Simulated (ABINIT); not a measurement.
# Ta (Im-3m) in ABINIT: notebook, part 2 of 2

ABINIT 10.8.3 (patched build).

## 3. Band structure, r2SCAN

run.abi reads:

```
ndtset 2

pp_dirpath "./"
pseudos "Ta.LDA_PW-JTH.xml"

acell 2.8601008575 2.8601008575 2.8601008575 Angstrom
rprim
    -0.5773502692     0.5773502692     0.5773502692
     0.5773502692    -0.5773502692     0.5773502692
     0.5773502692     0.5773502692    -0.5773502692
ntypat 1
znucl 73
natom 1
typat 1
xcart
     0.0000000000     0.0000000000     0.0000000000

ecut 18.0
pawecutdg 36.0

ixc -497498
usekden 1
pawxcdev 0

occopt 3
tsmear 0.05 eV

nstep 100

iomode 3
prtwf 0
prteig 0
prtebands 0
prtden1 1
prtkden1 1
prtvha1 1
prtvclmb1 1
prtpot1 1

kptopt1 1
ngkpt1 11 11 11
nshiftk1 1
shiftk1 0.0 0.0 0.0
nband1 11
tolvrs1 1.0e-7

iscf2 -2
getden2 1
getkden2 1
nband2 17
nbdbuf2 4
tolwfr2 1.0e-11
kptopt2 -5
ndivsm2 6
prteig2 1
prtvol2 -3
kptbounds2
     0.0000000000     0.0000000000     0.0000000000
     0.5000000000    -0.5000000000     0.5000000000
     0.0000000000     0.0000000000     0.5000000000
     0.0000000000     0.0000000000     0.0000000000
     0.2500000000     0.2500000000     0.2500000000
     0.5000000000    -0.5000000000     0.5000000000
```

Potentials or basis: JTH PAW LDA v2.0.

Started as:

```sh
abinit run.abi > log 2>&1
```

run.abo:

```text
.Version 10.8.3 of ABINIT
 DATASET    1 : space group Im -3 m (#229); Bravais cI (body-center cubic)
================================================================================
 Values of the parameters that define the memory need for DATASET  1.
     intxc =       0    ionmov =       0      iscf =      17    lmnmax =      18
     lnmax =       6     mgfft =      24  mpssoang =       3    mqgrid =    3001
     natom =       1  nloc_mem =       2    nspden =       1   nspinor =       1
    nsppol =       1      nsym =      48    n1xccc =       1    ntypat =       1
    occopt =       3   xclevel =       2
       mpw =         453          nfft =       13824          nkpt =          56
 PAW method is used; the additional fine FFT grid is defined by:
   mgfftf=        30    nfftf =     27000
================================================================================
================================================================================

 DATASET    2 : space group Im -3 m (#229); Bravais cI (body-center cubic)
================================================================================
 Values of the parameters that define the memory need for DATASET  2.
     intxc =       0    ionmov =       0      iscf =      -2    lmnmax =      18
     lnmax =       6     mgfft =      24  mpssoang =       3    mqgrid =    3001
     natom =       1  nloc_mem =       2    nspden =       1   nspinor =       1
[... 614 lines left out ...]
  -2.49098   -1.21511   -1.21368   -1.21368   -0.24775    0.07346    0.07346    0.08179
   0.18114    0.21125    0.63878    0.63878    0.63927    0.91431    1.05667    1.13175
   1.13175
 kpt#   3, nband= 17, wtk=  1.00000, kpt=  0.1250 -0.1250  0.1250 (reduced coord)
  -2.48998   -1.22176   -1.21697   -1.21697   -0.21045    0.07100    0.07100    0.10025
   0.12845    0.23051    0.69368    0.70312    0.70312    0.75737    1.07133    1.07133
   1.11686
 kpt#   4, nband= 17, wtk=  1.00000, kpt=  0.1875 -0.1875  0.1875 (reduced coord)
  -2.48855   -1.22996   -1.22197   -1.22197   -0.15667    0.06758    0.07561    0.07561
   0.12993    0.24800    0.64283    0.75299    0.78536    0.78536    0.98848    0.98848
   1.21987
 kpt#   5, nband= 17, wtk=  1.00000, kpt=  0.2500 -0.2500  0.2500 (reduced coord)
[... 109 lines left out ...]
   0.22226    0.42402    0.49226    0.49226    0.83313    0.83313    0.86659    1.11876
   1.18185
 kpt#  33, nband= 17, wtk=  1.00000, kpt=  0.4286 -0.2857  0.4286 (reduced coord)
  -2.48404   -1.24497   -1.24497   -1.23366   -0.06864   -0.06864    0.10764    0.24561
   0.24561    0.43504    0.45492    0.45492    0.82176    0.86071    0.86071    1.06554
   1.19781
 kpt#  34, nband= 17, wtk=  1.00000, kpt=  0.4643 -0.3929  0.4643 (reduced coord)
  -2.48337   -1.24430   -1.24430   -1.24112   -0.09194   -0.09194    0.21842    0.28040
   0.28040    0.40557    0.40557    0.42070    0.71350    0.89682    0.89682    1.00677
   1.34007
 kpt#  35, nband= 17, wtk=  1.00000, kpt=  0.5000 -0.5000  0.5000 (reduced coord)
  -2.48311   -1.24400   -1.24400   -1.24400   -0.10036   -0.10036    0.30604    0.30604
   0.30604    0.37406    0.37406    0.37406    0.66504    0.91285    0.91285    0.98571
   1.44650

== END DATASET(S) ==============================================================
================================================================================

 -outvars: echo values of variables after computation  --------
            acell      5.4048073131E+00  5.4048073131E+00  5.4048073131E+00 Bohr
           etotal1    -1.7194231604E+01
            fcart1    -0.0000000000E+00 -0.0000000000E+00 -0.0000000000E+00
            rprim     -5.7735026920E-01  5.7735026920E-01  5.7735026920E-01
                       5.7735026920E-01 -5.7735026920E-01  5.7735026920E-01
                       5.7735026920E-01  5.7735026920E-01 -5.7735026920E-01
           strten1     1.5418644521E-05  1.5418644521E-05  1.5418644521E-05
                       0.0000000000E+00  0.0000000000E+00  0.0000000000E+00
 Calculation completed.
```

Wall time 42 s (1 thread of Arm Neoverse V2, shared host); peak memory 0.12 GiB.

Results:

| Quantity | Value |
| --- | --- |
| Free energy | -467.8789 eV |
| Band gap on the k mesh | none (metal or under the smearing width) |
| Valence electrons inside the program's atomic spheres | Ta 10.65 (radii [1.2805] Å) |

Levels at the corners of the path, in eV from the Fermi level:
```
point  band 4  band 5  band 6  band 7  band 8  band 9
    Γ  -34.18   -8.28    0.88    0.88    0.88    4.36
    H  -35.03   -3.91   -3.91    7.15    7.15    7.15
    N  -34.18   -4.52   -1.53    1.50    4.24    5.30
    Γ  -34.18   -8.28    0.88    0.88    0.88    4.36
    P  -34.80   -1.31   -1.31   -1.31    5.48    5.48
    H  -35.03   -3.91   -3.91    7.15    7.15    7.15
```

Caveat: the cutoff is too short for stress, so the log's stress isn't used; totals of a meta-GGA on PAW files have another zero than those of a GGA; the PAW data sets were made with another functional, which shifts forces and pressure a little; spin-orbit coupling is left out, which moves the levels of the heavy elements.

## 4. How close it comes

Step 2. Measured bulk modulus of Ta: 194 GPa (quoted in “Pressure effects on the electronic structure and superconductivity of (TaNb)0.67(HfZrTi)0.33 high entropy alloy”, 2019, arxiv:1910.08312). This calculation gives 184 GPa (-5.0 %). The fit is for a static lattice scaled at fixed shape and fixed fractional positions.
